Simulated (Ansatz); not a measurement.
Crystal: TiAl.

```
Ti Al
1.0
     3.17906    0.00000    0.00000
     0.00000    3.17906    0.00000
     0.00000    0.00000    3.17906
Ti Al
1 1
Direct
  0.00000 0.00000 0.00000
  0.50000 0.50000 0.50000
```

The cell comes from a database or a generator and needn't be the stable form of this composition.

```yaml
Program: Ansatz 0.2.0
Task: relaxation of cell and atoms
Functional: PBEsol0
Potentials_or_basis: Ansatz PAW
Cutoff: "420 eV (not typed: the program's choice for these potentials)"
k_mesh: 4 × 4 × 4
Occupations: fermi-dirac, width 0.05 eV
Spin: no spin polarisation
```

At the start: volume 16.06 Å³/atom.

Problem. How do energy, volume and symmetry change on relaxing?

Solution. It ends after 5 steps and the volume is 15.66 Å³/atom (-2.5 %); space group Pm-3m (No. 221, to 0.05 Å).

The path:
```
step  energy change (eV)  largest force (eV/Å)  volume (Å³)
   1              0.0000                0.0000        32.13
   2             -0.0050                0.0000        30.80
   3             -0.0084                0.0000        31.34
   4             -0.0084                0.0000        31.32
   5             -0.0082                0.0000        31.32
```

Final structure:
```yaml
crystal:
  lattice:
    - [3.15203, 0.00000, 0.00000]
    - [0.00000, 3.15203, 0.00000]
    - [0.00000, 0.00000, 3.15203]
  atoms:
    - { symbol: Ti, position: [0.00000, 0.00000, 0.00000] }
    - { symbol: Al, position: [0.50000, 0.50000, 0.50000] }
```

Caveat: the k mesh is coarse (spacing up to 0.49 Å⁻¹), so the values aren't converged, least of all with exact exchange; the plane-wave basis is chosen anew once the cell has moved, so the energies of steps on either side of that aren't comparable; the PAW data sets come from PBE, with cores solved anew for the run's functional, which leaves a small shift of forces and pressure.
